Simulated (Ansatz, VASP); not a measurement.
## TiSi2: programs and potentials compared

The starting cell:

```
Ti Si
1.0
     0.00000    4.11752    4.26290
     2.38951    0.00000    4.26290
     2.38951    4.11752    0.00000
Ti Si
2 4
Direct
  0.75000 0.75000 0.75000
  0.50000 0.50000 0.50000
  0.41257 0.08743 0.41257
  0.08743 0.41257 0.08743
  0.16257 0.83743 0.16257
  0.83743 0.16257 0.83743
```

The cell is a database's computed one, not the measured one.

Alike in all runs: task relaxation of cell and atoms; functional PBE; k mesh 7 × 7 × 7; occupations fermi-dirac, width 0.05 eV; no spin polarisation; no spin-orbit coupling.

```tsv
program and potentials	plane-wave cutoff (eV)	notes	equilibrium volume (Å³/atom)
Ansatz, PseudoDojo stringent (PBE files)	1143	6.67 valence electrons an atom on average	14.17
VASP, PBE PAW files Si, Ti_pv, 600 eV	600	6 valence electrons an atom on average	14.17
Ansatz, Ansatz PAW (files of its older set among them)	740	6.67 valence electrons an atom on average	14.17
Ansatz, SPMS NC	707	6.67 valence electrons an atom on average	14.16
Ansatz, Ansatz NC	1155	6.67 valence electrons an atom on average	14.16
VASP, PBE PAW files Si, Ti_sv, 600 eV	600	6.67 valence electrons an atom on average	14.17
VASP, PBE PAW files Si, Ti, 580 eV	580	4 valence electrons an atom on average	14.14
VASP, PBE PAW files Si_GW, Ti_sv_GW, 680 eV	680	6.67 valence electrons an atom on average	14.14
Ansatz, JTH PAW	1230	6.67 valence electrons an atom on average	14.18
```

The equilibrium volume spans 14.14 (VASP, PBE PAW files Si_GW, Ti_sv_GW, 680 eV) to 14.18 Å³/atom (Ansatz, JTH PAW). Relaxations stop with a little pressure left, so the last digit of a volume isn't settled.

The functional is the same throughout but for its coding, so the spread measures potentials, basis and numerics; runs on potential files found faulty are left out.

The equilibrium volume of TiSi2 is almost insensitive to the choice of potential: norm-conserving and PAW descriptions agree closely, even with different treatments of the titanium semicore. Cohesion comes mainly from Ti d–Si p hybridisation and Si–Si bonding, while the Ti semicore s and p shells are compact, lie far below these states and change little as the bonds form.

The VASP set with only 4 valence electrons an atom does give one of the two smallest volumes, 14.14 Å³/atom, but the GW set, with the semicore states in the valence, gives the same value. Freezing these shells therefore can't be singled out as the cause of a smaller volume. Nor does moving the Ti s semicore shell into the valence show a resolvable effect, since the Ti_pv and Ti_sv runs both give 14.17 Å³/atom.

Agreement on the volume of this face-centred orthorhombic phase doesn't establish equal accuracy for its small energy difference from the competing base-centred disilicide structure.
